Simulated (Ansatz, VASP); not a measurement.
# One calculation of SiO2, two programs

INCAR

```
SYSTEM = SiO2
ALGO = Normal
EDIFF = 1E-6
ENCUT = 520
GGA = PE
ISIF = 2
ISMEAR = 0
LASPH = .TRUE.
LCHARG = .FALSE.
LREAL = .FALSE.
LWAVE = .FALSE.
NBANDS = 25
NELM = 100
PREC = Accurate
SIGMA = 0.05
```

KPOINTS

```
k-points
0
G
  6 6 8
  0 0 0
```

POSCAR

```
SiO2
1.0
    4.5750058570      0.0000000000      0.0000000000
    0.0000000000      4.5750058570      0.0000000000
    0.0000000000      0.0000000000      2.5828589820
Si O
2 4
Direct
    0.5000000000      0.5000000000      0.5000000000
    0.0000000000      0.0000000000      0.0000000000
    0.6930152167      0.6930152167      0.0000000000
    0.1930152167      0.8069847833      0.5000000000
    0.3069847833      0.3069847833      0.0000000000
    0.8069847833      0.1930152167      0.5000000000
```

Input for Ansatz:

```yaml
crystal:
  lattice:
    - [4.575005857, 0.0, 0.0]
    - [0.0, 4.575005857, 0.0]
    - [0.0, 0.0, 2.582858982]
  atoms:
    - { symbol: Si, position: [0.5, 0.5, 0.5] }
    - { symbol: Si, position: [0.0, 0.0, 0.0] }
    - { symbol: O, position: [0.6930152167, 0.6930152167, 0.0] }
    - { symbol: O, position: [0.1930152167, 0.8069847833, 0.5] }
    - { symbol: O, position: [0.3069847833, 0.3069847833, 0.0] }
    - { symbol: O, position: [0.8069847833, 0.1930152167, 0.5] }
basis:
  ecutwfc: 420
kpoints:
  mp_grid: { grid: [6, 6, 8] }
hamiltonian:
  xc: pbe
scf:
  occupations: { method: gaussian, width: 0.05 }
output:
  forces: true
  stress: true
  eigenvalues: true
```

Change from the starting cell: strain +0.080 along x and y, -0.040 along z, atoms carried along.

Alike in both runs: task single point; functional PBE; k mesh 6 × 6 × 8; occupations gaussian, width 0.05 eV; no spin polarisation.

```csv
,VASP,Ansatz
version,VASP 6.6.1,Ansatz 0.2.0
potentials or method,"VASP PAW PBE potentials, release 64 (Si, O)","scalar-relativistic, plane waves, PAW"
plane-wave cutoff (eV),520,420
valence electrons in the cell,32,32
```

|  | VASP | Ansatz | Ansatz less VASP |
| --- | --- | --- | --- |
| gap on the k mesh at the Fermi level (eV) | 3.53 | 3.55 | +0.025 |
| least direct gap on the mesh (eV) | 3.53 | 3.55 | +0.025 |
| pressure (GPa) | -19.4 | -19.6 | -0.16 |
| largest component of the traceless stress (GPa) | 26.77 | 26.27 | -0.494 |
| rms of the force components (eV/Å) | 0.905 | 0.923 | +0.0177 |

Atom by atom the forces differ by 0.018 eV/Å (rms over components). With one functional, cell and mesh, what is left measures potentials, basis and numerics.

Caveats: so large a pressure means that the cell lies far from this level's equilibrium, or that cutoff or potentials fall short (VASP); forces of over 1 eV/Å show positions far from the minimum, so gaps and moduli don't describe the material at rest. A k mesh can miss the band edges.
